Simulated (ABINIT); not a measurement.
The system is Ge.

```xyz
1
Lattice="-1.6084 1.6084 1.8732 1.6084 -1.6084 1.8732 1.6084 1.6084 -1.8732" Properties=species:S:1:pos:R:3 pbc="T T T"
Ge    0.0000    0.0000    1.8732
```

The cell was built by a generator and needn't be a form met in nature.

Base run:

```yaml
Program: ABINIT 10.8.3 (patched build)
Functional: BLYP
Potentials_or_basis: JTH PAW PBE v2.0
Cutoff: 707 eV
k_mesh: 12 × 12 × 12
Occupations: fermi-dirac, width 0.05 eV
Spin: no spin polarisation
```

Its results: band gap on the k mesh none (metal or under the smearing width); pressure 7.3 GPa.

Task: The run is repeated on the same cell with these changes: functional from BLYP to RPBE. What comes out?

Result: Band gap on the k mesh none (metal or under the smearing width); pressure 2.4 GPa.

Caveats: the PAW data sets were made with another functional, which shifts forces and pressure a little.
